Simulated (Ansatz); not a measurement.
PbS:

```xyz
2
Lattice="3.6537 0.0000 0.0000 0.0000 3.6537 0.0000 0.0000 0.0000 3.6537" Properties=species:S:1:pos:R:3 pbc="T T T"
Pb    0.0000    0.0000    0.0000
S     1.8268    1.8268    1.8268
```

Measurements of this composition are mostly on another form, of space group No. 225.

```yaml
Program: Ansatz 0.2.0
Task: relaxation of cell and atoms
Functional: HSE06
Potentials_or_basis: Ansatz PAW
Cutoff: "420 eV (not typed: the program's choice for these potentials)"
k_mesh: 4 × 4 × 4
Occupations: fermi-dirac, width 0.05 eV
Spin: no spin polarisation
```

At the start: volume 24.39 Å³/atom.

Problem. Where does the relaxation end?

Solution. It ends after 5 steps and the volume is 23.40 Å³/atom (-4.0 %); space group Pm-3m (No. 221, to 0.05 Å).

The path:
```tsv
step	energy change (eV)	largest force (eV/Å)	volume (Å³)
1	0.0000	0.0000	48.77
2	-0.0139	0.0000	46.51
3	-0.0142	0.0000	46.87
4	-0.0142	0.0000	46.81
5	-0.0140	0.0000	46.81
```

Final structure:
```yaml
crystal:
  lattice:
    - [3.60391, 0.00000, 0.00000]
    - [0.00000, 3.60391, 0.00000]
    - [0.00000, 0.00000, 3.60391]
  atoms:
    - { symbol: Pb, position: [0.00000, 0.00000, 0.00000] }
    - { symbol: S, position: [0.50000, 0.50000, 0.50000] }
```

Caveat: the k mesh is coarse (spacing up to 0.43 Å⁻¹), so the values aren't converged, least of all with exact exchange; the plane-wave basis is chosen anew once the cell has moved, so the energies of steps on either side of that aren't comparable; the PAW data sets come from PBE, with cores solved anew for the run's functional, which leaves a small shift of forces and pressure.
